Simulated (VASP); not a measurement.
# AlAs (F-43m) in VASP: band structure with PBE

Aim: the band structure of AlAs with PBE.

Everything below comes from runs of VASP 6.6.1. Logs are shortened: lines on timing, memory, paths and dates and some standing lists are left out, and cuts for length are marked.

### Step 1. The crystal as given

The structure is cubic, space group F-43m (No. 216). Conventional cell: a = 5.733 Å, b = 5.733 Å, c = 5.733 Å, α = 90.00°, β = 90.00°, γ = 90.00°. Al (site symmetry -43m) has 4 As at 2.48 Å as nearest neighbours. As (site symmetry -43m) is surrounded by 4 Al at 2.48 Å.

### Step 2. Band structure, PBE

INCAR

```
PREC = Accurate ; ENCUT = 700
EDIFF = 1E-7 ; ISMEAR = 0
SIGMA = 0.02 ; LREAL = F
LASPH = T ; NELM = 60
ALGO = Normal ; ISIF = 2
LWAVE = F ; LCHARG = F
GGA = PE
```

KPOINTS

```
Automatic mesh
0
Gamma
  10 10 10
```

POSCAR

```
AlAs                                    
1.0
    0.0000000000      2.8663601420      2.8663601420
    2.8663601420      0.0000000000      2.8663601420
    2.8663601420      2.8663601420      0.0000000000
  Al              As            
     1     1
Direct
     0.0000000000000000    0.0000000000000000    0.0000000000000000
     0.2500000000000000    0.2500000000000000    0.2500000000000000
```

KPOINTS_OPT

```
path GXWKGLUWLK,UX
10
line-mode
reciprocal
 0.0000000000  0.0000000000  0.0000000000  G
 0.5000000000  0.0000000000  0.5000000000  X

 0.5000000000  0.0000000000  0.5000000000  X
 0.5000000000  0.2500000000  0.7500000000  W

 0.5000000000  0.2500000000  0.7500000000  W
 0.3750000000  0.3750000000  0.7500000000  K

 0.3750000000  0.3750000000  0.7500000000  K
 0.0000000000  0.0000000000  0.0000000000  G

 0.0000000000  0.0000000000  0.0000000000  G
 0.5000000000  0.5000000000  0.5000000000  L

 0.5000000000  0.5000000000  0.5000000000  L
 0.6250000000  0.2500000000  0.6250000000  U

 0.6250000000  0.2500000000  0.6250000000  U
 0.5000000000  0.2500000000  0.7500000000  W

 0.5000000000  0.2500000000  0.7500000000  W
 0.5000000000  0.5000000000  0.5000000000  L

 0.5000000000  0.5000000000  0.5000000000  L
 0.3750000000  0.3750000000  0.7500000000  K

 0.6250000000  0.2500000000  0.6250000000  U
 0.5000000000  0.0000000000  0.5000000000  X
```

Potentials or basis: VASP PAW PBE potentials, release 64 (Al, As).

Started as:

```sh
$ cat potpaw_PBE.64/Al/POTCAR potpaw_PBE.64/As/POTCAR > POTCAR
$ mpirun -np 1 vasp_std > vasp.out
```

OUTCAR:

```text
PREC = Accurate
   ENCUT = 700
   EDIFF = 1E-7
   ISMEAR = 0
   LREAL = F
   LASPH = T
   NELM = 60
   ISIF = 2
   GGA = PE

 ion  position               nearest neighbor table
   1  0.000  0.000  0.000-   2 2.48   2 2.48   2 2.48   2 2.48
   2  0.250  0.250  0.250-   1 2.48   1 2.48   1 2.48   1 2.48

  LATTYP: Found a face centered cubic cell.
 ALAT       =     5.7327202840

  Lattice vectors:

 A1 = (   0.0000000000,   2.8663601420,   2.8663601420)
 A2 = (   2.8663601420,   0.0000000000,   2.8663601420)
 A3 = (   2.8663601420,   2.8663601420,   0.0000000000)

Analysis of symmetry for initial positions (statically):
=====================================================================
 Subroutine PRICEL returns:
 Original cell was already a primitive cell.

 Routine SETGRP: Setting up the symmetry group for a
 face centered cubic supercell.

 Subroutine GETGRP returns: Found 24 space group operations
 (whereof 24 operations were pure point group operations)
 out of a pool of 48 trial point group operations.

The static configuration has the point symmetry T_d .

Analysis of symmetry for dynamics (positions and initial velocities):
=====================================================================
 Subroutine PRICEL returns:
 Original cell was already a primitive cell.

 Routine SETGRP: Setting up the symmetry group for a
 face centered cubic supercell.

 Subroutine GETGRP returns: Found 24 space group operations
 (whereof 24 operations were pure point group operations)
 out of a pool of 48 trial point group operations.

The dynamic configuration has the point symmetry T_d .

 Subroutine INISYM returns: Found 24 space group operations
 (whereof 24 operations are pure point group operations),
 and found     1 'primitive' translations

----------------------------------------------------------------------------------------

                                     Primitive cell

  volume of cell :      47.1001

  direct lattice vectors                    reciprocal lattice vectors
     0.000000000  2.866360142  2.866360142    -0.174437257  0.174437257  0.174437257
     2.866360142  0.000000000  2.866360142     0.174437257 -0.174437257  0.174437257
     2.866360142  2.866360142  0.000000000     0.174437257  0.174437257 -0.174437257

  length of vectors
     4.053645387  4.053645387  4.053645387     0.302134191  0.302134191  0.302134191

  position of ions in fractional coordinates (direct lattice)
     0.000000000  0.000000000  0.000000000
     0.250000000  0.250000000  0.250000000

[... 75 lines left out ...]
   NELM   =     60;   NELMIN=  2; NELMDL= -5     # of ELM steps
   EDIFF  = 0.1E-06   stopping-criterion for ELM
   LREAL  =      F    real-space projection
   EDIFFG = 0.1E-05   stopping-criterion for IOM
   NSW    =      0    number of steps for IOM
   IBRION =     -1    ionic relax: 0-MD 1-quasi-New 2-CG
   NFREE  =      0    steps in history (QN), initial steepest desc. (CG)
   ISIF   =      2    stress and relaxation
   ISYM   =      2    0-nonsym 1-usesym 2-fastsym
   POTIM  = 0.5000    time-step for ionic-motion
   TEBEG  =    0.0;   TEEND  =   0.0 temperature during run
   PSTRESS=    0.0 pullay stress
   NELECT =       8.0000    total number of electrons
   NUPDOWN=      -1.0000    fix difference up-down
   EMIN   =  10.00;   EMAX   =-10.00  energy-range for DOS
   EFERMI =   0.00;   METHOD = LEGACY
   ISMEAR =     0;   SIGMA  =   0.02  broadening in eV -4-tet -1-fermi 0-gaus
   EFERMI_NEDOS =   21; number of points for ismear=-14 and -15
   IALGO  =     38    algorithm
   IMIX   =      4    mixing-type and parameters
     AMIX     =   0.40;   BMIX     =  1.00
     AMIX_MAG =   1.60;   BMIX_MAG =  1.00
  volume/ion in A,a.u.               =      23.55       158.92
  Fermi-wavevector in a.u.,A,eV,Ry     =   0.906631  1.713285 11.183723  0.821980
  Thomas-Fermi vector in A             =   2.030342
   LORBIT       =      0    0 simple, 1 ext, 2 COOP (PROOUT), +10 PAW based schemes
   GGA     = PE    functional components
   LHFCALC =     F    Hartree Fock is set to
   AEXX    =    0.0000 exact exchange contribution
   IVDW    =     0    specifies the selected vdW correction
   LEPSILON=     F    determine dielectric tensor
   LRPA    =     F    only Hartree local field effects (RPA)
 non-spin polarized calculation
 Gauss-broadening in eV      SIGMA  =   0.02
  energy-cutoff  :      700.00
  volume of cell :       47.10
 maximum number of plane-waves:      2006
   NGX = 17   NGY = 17   NGZ = 17

 number of electron       8.0000000 magnetization

 Free energy of the ion-electron system (eV)
  ---------------------------------------------------
  ext. energy  EPLUGINS =         0.00000000
  ---------------------------------------------------
  free energy    TOTEN  =        -9.38968046 eV

  energy without entropy =       -9.38968046  energy(sigma->0) =       -9.38968046

 E-fermi :   3.7242     XC(G=0):  -8.8953

 val. band max:        3.5722001379   @ k =   0.0000   0.0000   0.0000
 cond. band min:       5.0713128684   @ k =   0.5000   0.5000   0.0000
 fundamental gap:      1.4991127305
 Fermi energy:         3.7242265313

 k-point     1 :       0.0000    0.0000    0.0000
  band No.  band energies     occupation
      1      -8.0849      2.00000
      2       3.5722      2.00000
      3       3.5722      2.00000
      4       3.5722      2.00000
      5       5.3354      0.00000
      6       7.7954      0.00000
      7       7.7954      0.00000
      8       7.7954      0.00000
[... 243 lines left out ...]
 k-point    24 :       0.4000    0.3000    0.0000
  band No.  band energies     occupation
      1      -6.7426      2.00000
      2      -0.8900      2.00000
      3       1.5340      2.00000
      4       1.8350      2.00000
      5       5.7685      0.00000
      6       6.8015      0.00000
      7      10.9272      0.00000
      8      11.3948      0.00000

 [... further k-points ...]
[... 5 lines left out ...]
  --------------------------------------------------------------------------------------
  -------------------------------------------------------------------------------------
  Total        0.0010316      0.0010316      0.0010316      0.0000000      0.0000000     -0.0000000
  in kB        0.0350915      0.0350915      0.0350915      0.0000000      0.0000000     -0.0000000
  external PRESSURE =       0.0350915 kB  Pullay stress =       0.0000000 kB

 VOLUME and BASIS-vectors are now :
 -----------------------------------------------------------------------------
  energy-cutoff  :      700.00
  volume of cell :       47.10
      direct lattice vectors                 reciprocal lattice vectors
     0.000000000  2.866360142  2.866360142    -0.174437257  0.174437257  0.174437257
     2.866360142  0.000000000  2.866360142     0.174437257 -0.174437257  0.174437257
     2.866360142  2.866360142  0.000000000     0.174437257  0.174437257 -0.174437257

 POSITION                                       TOTAL-FORCE (eV/Angst)
 -----------------------------------------------------------------------------------
      0.00000      0.00000      0.00000        -0.000000     -0.000000     -0.000000
      1.43318      1.43318      1.43318         0.000000      0.000000      0.000000
 -----------------------------------------------------------------------------------
    total drift:                               -0.000000     -0.000000     -0.000000

  FREE ENERGIE OF THE ION-ELECTRON SYSTEM (eV)
  ---------------------------------------------------
  free  energy   TOTEN  =        -9.3896804634 eV

  energy  without entropy=       -9.3896804634  energy(sigma->0) =       -9.38968046
```

OSZICAR:

```text
N       E                     dE             d eps       ncg     rms          rms(c)
DAV:   1     0.187609404613E+02    0.18761E+02   -0.35894E+03   752   0.968E+02
DAV:   2    -0.874036970866E+01   -0.27501E+02   -0.27194E+02   984   0.966E+01
[... 25 lines left out ...]
DAV:   4    -0.454947078058E+03   -0.24688E+00     1184
DAV:   5    -0.454948108655E+03   -0.10306E-02      888
DAV:   6    -0.454948134181E+03   -0.25525E-04     1200
DAV:   7    -0.454948134488E+03   -0.30793E-06      976
DAV:   8    -0.454948134504E+03   -0.16017E-07     1032
       N       E                     dE             ncg
DAV:   1     0.131704793670E+05   -0.19780E+04       96
DAV:   2     0.130216416368E+05   -0.14884E+03      120
DAV:   3     0.130170530814E+05   -0.45886E+01      176
DAV:   4     0.130170470625E+05   -0.60189E-02      184
DAV:   5     0.130170470610E+05   -0.14203E-05      160
DAV:   6     0.130170470610E+05   -0.16753E-08      176
```

Run time: 36 s. Hardware: 1 thread of AMD EPYC 9R45 (Zen 5), shared host; peak memory 0.19 GiB.

Results:

* Free energy: -9.3897 eV
* Pressure: 0.0 GPa
* Band gap on the k mesh: 1.50 eV, indirect (least direct gap 1.76 eV)
* Band gap along the path: 1.50 eV, indirect (least direct gap 1.76 eV)

Levels at the corners of the path, in eV from the valence-band top:
| point | band 1 | band 2 | band 3 | band 4 | band 5 | band 6 | band 7 | band 8 |
| --- | --- | --- | --- | --- | --- | --- | --- | --- |
| Γ | -11.66 | 0.00 | 0.00 | 0.00 | 1.76 | 4.22 | 4.22 | 4.22 |
| X | -9.81 | -5.30 | -2.09 | -2.09 | 1.50 | 2.29 | 10.04 | 10.04 |
| X | -9.81 | -5.30 | -2.09 | -2.09 | 1.50 | 2.29 | 10.04 | 10.04 |
| W | -9.78 | -4.99 | -3.04 | -2.70 | 4.31 | 5.45 | 5.57 | 6.01 |
| W | -9.78 | -4.99 | -3.04 | -2.70 | 4.31 | 5.45 | 5.57 | 6.01 |
| K | -9.84 | -5.06 | -3.26 | -1.73 | 2.26 | 4.89 | 8.00 | 8.09 |
| K | -9.84 | -5.06 | -3.26 | -1.73 | 2.26 | 4.89 | 8.00 | 8.09 |
| Γ | -11.66 | 0.00 | 0.00 | 0.00 | 1.76 | 4.22 | 4.22 | 4.22 |
| Γ | -11.66 | 0.00 | 0.00 | 0.00 | 1.76 | 4.22 | 4.22 | 4.22 |
| L | -10.32 | -5.41 | -0.80 | -0.80 | 2.00 | 4.65 | 4.65 | 7.68 |
| L | -10.32 | -5.41 | -0.80 | -0.80 | 2.00 | 4.65 | 4.65 | 7.68 |
| U | -9.84 | -5.06 | -3.26 | -1.73 | 2.26 | 4.89 | 8.00 | 8.09 |
| U | -9.84 | -5.06 | -3.26 | -1.73 | 2.26 | 4.89 | 8.00 | 8.09 |
| W | -9.78 | -4.99 | -3.04 | -2.70 | 4.31 | 5.45 | 5.57 | 6.01 |
| W | -9.78 | -4.99 | -3.04 | -2.70 | 4.31 | 5.45 | 5.57 | 6.01 |
| L | -10.32 | -5.41 | -0.80 | -0.80 | 2.00 | 4.65 | 4.65 | 7.68 |
| L | -10.32 | -5.41 | -0.80 | -0.80 | 2.00 | 4.65 | 4.65 | 7.68 |
| K | -9.84 | -5.06 | -3.26 | -1.73 | 2.26 | 4.89 | 8.00 | 8.09 |
| U | -9.84 | -5.06 | -3.26 | -1.73 | 2.26 | 4.89 | 8.00 | 8.09 |
| X | -9.81 | -5.30 | -2.09 | -2.09 | 1.50 | 2.29 | 10.04 | 10.04 |

PBE gaps usually lie below the measured ones, often by a third to a half.
